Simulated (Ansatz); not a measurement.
## TiO₂, space group I4_1/amd: an equation of state with a fit, step by step

Computed with Ansatz's Python interface.

Run as a notebook:

```python
import ansatz as az
import numpy as np
from scipy.optimize import curve_fit
```

```python
vectors0 = np.array([
    [-1.8921, 1.8921, 4.7573],
    [1.8921, -1.8921, 4.7573],
    [1.8921, 1.8921, -4.7573],
])
sites = [
    ("Ti", [0.0, 0.0, 0.0]),
    ("Ti", [0.75, 0.25, 0.5]),
    ("O", [0.2081, 0.2081, 0.0]),
    ("O", [0.9581, 0.4581, 0.5]),
    ("O", [0.5419, 0.0419, 0.5]),
    ("O", [0.7919, 0.7919, 0.0]),
]
```

```python
def on_lattice(cell):
    crystal = az.Crystal(lattice=az.Lattice.of(cell))
    for symbol, position in sites:
        crystal = crystal.atom(symbol, position)
    return crystal
```

```python
def vinet(v, e0, v0, b0, b1):
    eta = (v / v0) ** (1 / 3)
    return e0 + 2 * b0 * v0 / (b1 - 1) ** 2 * (2 - (5 + 3 * b1 * (eta - 1) - 3 * eta) * np.exp(-1.5 * (b1 - 1) * (eta - 1)))
```

```python
# scale the volume, keep shape and fractions
volumes, energies = [], []
for scale in np.linspace(0.88, 1.12, 7):
    cell = vectors0 * scale ** (1 / 3)
    calc = (
        on_lattice(cell).calculation()
        .functional("pbesol")
        .occupations(az.OccupationsMethod.FIXED)
        .basis(500)
        .kpoints(8, 8, 8)
    )
    summary = calc.run().report
    volumes.append(abs(np.linalg.det(cell)) / len(sites))
    energies.append(summary["free_energy_ev"] / len(sites))
    print(f"V = {volumes[-1]:8.4f} A^3/atom  F = {energies[-1]:.5f} eV/atom")
```

    V =   9.9917 A^3/atom  F = -1199.82942 eV/atom
    V =  10.4459 A^3/atom  F = -1199.90805 eV/atom
    V =  10.9001 A^3/atom  F = -1199.94892 eV/atom
    V =  11.3542 A^3/atom  F = -1199.95923 eV/atom
    V =  11.8084 A^3/atom  F = -1199.94477 eV/atom
    V =  12.2626 A^3/atom  F = -1199.91030 eV/atom
    V =  12.7167 A^3/atom  F = -1199.85963 eV/atom

```python
guess = (min(energies), volumes[int(np.argmin(energies))], 0.5, 4.5)
(e0, v0, b0, b1), _ = curve_fit(vinet, np.array(volumes), np.array(energies), p0=guess, maxfev=20000)
print(f"Vinet fit: V0 = {v0:.4f} A^3/atom, B0 = {160.21766 * b0:.1f} GPa, B1 = {b1:.2f}")
print("largest residual", round(1000 * float(np.abs(vinet(np.array(volumes), e0, v0, b0, b1) - energies).max()), 3), "meV/atom")
```

    Vinet fit: V0 = 11.3007 A^3/atom, B0 = 222.1 GPa, B1 = 4.25
    largest residual 0.012 meV/atom

A third-order Birch-Murnaghan fit through the 7 points (the script's own form differs a little) has its minimum at 11.30 Å³ an atom, 0.5 % below the typed cell, with a bulk modulus of 222 GPa and dB/dP = 4.2. From that minimum the energy rises by 130.0 meV an atom on the compressed side and 99.7 meV on the expanded side.

Absolute energies stand on the zero of these potentials, so only differences at equal settings mean something. No spin polarisation was allowed. Shape and fractional positions are held along the curve, so the bulk modulus is an upper value where they are free to relax. The starting cell is as deposited in a crystallographic database; the results hold for this polymorph, which needn't be the stable one. Wall time of the script: 54 s on 1 thread of Arm Neoverse V2 (shared host), peak memory 0.52 GiB.
